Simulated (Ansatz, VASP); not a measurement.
**O: VASP beside Ansatz**

```xyz
2
Lattice="1.8904 1.0914 4.1888 -1.8904 1.0914 4.1888 0.0000 -2.1828 4.1888" Properties=species:S:1:pos:R:3 pbc="T T T"
O     0.0000    0.0000   11.9610
O     0.0000    0.0000    0.6053
```

Alike in both runs: functional PBEsol; k mesh 9 × 9 × 9; occupations gaussian, width 0.02 eV; collinear spin.

Ansatz relaxed the structure, and its values are those at the end. VASP's run is a single point on that final structure, the one shown.

|  | VASP | Ansatz |
| --- | --- | --- |
| version | VASP 6.6.1 | Ansatz 0.2.0 |
| potentials or method | VASP PAW PBE potentials, release 64 (O) | scalar-relativistic, plane waves, PAW |
| plane-wave cutoff (eV) | 520 | 420 |
| valence electrons in the cell | 12 | 12 |

VASP gave:

```
gap on the k mesh at the Fermi level (eV)                     : 1.79
least direct gap on the mesh (eV)                             : 1.82
pressure (GPa)                                                : 1.5
rms of the force components (eV/Å)                            : 0.791
net moment per atom (μB)                                      : 1.00
size of the moment on the site where the two differ most (μB) : 0.81
```

**Question.** Which values does Ansatz return?

**Answer.** gap on the k mesh at the Fermi level (eV): 1.77; least direct gap on the mesh (eV): 1.80; pressure (GPa): 0.0; rms of the force components (eV/Å): 0.002; net moment per atom (μB): 1.00; size of the moment on the site where the two differ most (μB): 0.55.

Site moments also hang on the region over which each program counts them.

Caveats: the standard files for N, O and F lose accuracy on very short bonds; the PAW data sets were made with another functional, which shifts forces and pressure a little (VASP); an odd mesh through Γ misses points on the zone boundary, where band edges often lie.
